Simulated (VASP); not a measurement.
# VASP 6.6.1 run: MgSe

INCAR

```
NBANDS = 11
ENCUT = 520
ISMEAR = -1
GGA = PE
ALGO = Damped
LREAL = .FALSE.
IBRION = -1
LWAVE = .FALSE.
ISIF = 2
LCHARG = .FALSE.
EDIFF = 1E-7
LASPH = .TRUE.
NELM = 120
PREC = Accurate
SIGMA = 0.02
TIME = 0.4
NSW = 0
```

KPOINTS

```
KPOINTS created by Atomic Simulation Environment
0
Gamma
8 8 8
0 0 0
```

POSCAR

```
Mg Se
 1.0000000000000000
    -0.0321055607000000    2.7041638154999998    2.7041638154999998
     2.7041638154999998   -0.0321055607000000    2.7041638154999998
     2.7041638154999998    2.7041638154999998   -0.0321055607000000
 Mg  Se
   1   1
Cartesian
  0.0000000000000000  0.0000000000000000  0.0000000000000000
  2.6881110351500004  2.6881110351500004  2.6881110351500004
```

The recommended PBE PAW datasets give the neutral cell 8 valence electrons.

Command

```
mpirun -np 1 vasp_std
```

Problem. How does this run end, and what does it give?

Solution. It converged. Results: gap between bands v and c on the k mesh 1.70 eV; least direct gap on the k mesh 2.52 eV; pressure 2.3 GPa. Band v is the last that the valence electrons fill when counted band by band, and c is the next.

OSZICAR

```
N       E                     dE             d eps       ncg     rms           ort
DAV:   1     0.422043805025E+02    0.42204E+02   -0.34666E+03   715   0.664E+02
DAV:   2     0.140758450533E+01   -0.40797E+02   -0.38204E+02   715   0.125E+02
DAV:   3    -0.627037865908E+01   -0.76780E+01   -0.71871E+01   715   0.602E+01
DAV:   4    -0.751653535201E+01   -0.12462E+01   -0.12248E+01   715   0.249E+01
DAV:   5    -0.772675368798E+01   -0.21022E+00   -0.20709E+00   715   0.955E+00
SDA:   6    -0.722773365328E+01    0.49902E+00   -0.25049E+00   715   0.626E+00   0.000E+00
DMP:   7    -0.740753725887E+01   -0.17980E+00   -0.94995E-01   715   0.134E+00   0.272E+00
DMP:   8    -0.745986096703E+01   -0.52324E-01   -0.15431E-01   715   0.299E-01   0.228E-01
DMP:   9    -0.746751536826E+01   -0.76544E-02   -0.99378E-02   715   0.253E-01  -0.112E-02
DMP:  10    -0.747434727423E+01   -0.68319E-02   -0.47965E-02   715   0.858E-02   0.893E-02
DMP:  11    -0.747710412315E+01   -0.27568E-02   -0.93683E-03   715   0.172E-02   0.162E-02
DMP:  12    -0.747750923144E+01   -0.40511E-03   -0.38818E-03   715   0.111E-02  -0.362E-03
DMP:  13    -0.747775637252E+01   -0.24714E-03   -0.24645E-03   715   0.517E-03   0.260E-03
DMP:  14    -0.747790610436E+01   -0.14973E-03   -0.68669E-04   715   0.121E-03   0.133E-03
DMP:  15    -0.747793985803E+01   -0.33754E-04   -0.21627E-04   715   0.552E-04  -0.300E-05
DMP:  16    -0.747795373659E+01   -0.13879E-04   -0.15312E-04   715   0.327E-04   0.145E-04
DMP:  17    -0.747796443065E+01   -0.10694E-04   -0.57735E-05   715   0.905E-05   0.141E-04
DMP:  18    -0.747796785135E+01   -0.34207E-05   -0.10366E-05   715   0.188E-05   0.187E-05
DMP:  19    -0.747796835342E+01   -0.50207E-06   -0.44841E-06   715   0.127E-05  -0.396E-06
DMP:  20    -0.747796864467E+01   -0.29126E-06   -0.30810E-06   715   0.636E-06   0.351E-06
DMP:  21    -0.747796881922E+01   -0.17454E-06   -0.10216E-06   715   0.167E-06   0.231E-06
DMP:  22    -0.747796885477E+01   -0.35549E-07   -0.28541E-07   715   0.597E-07   0.304E-07
   1 F= -.74779689E+01 E0= -.74779689E+01  d E =-.373459E-12
```

For comparison, a separate PBE run of the intended cell, on usual settings and not on those above, gives a gap of 1.70 eV on its mesh and a pressure of 2.3 GPa.
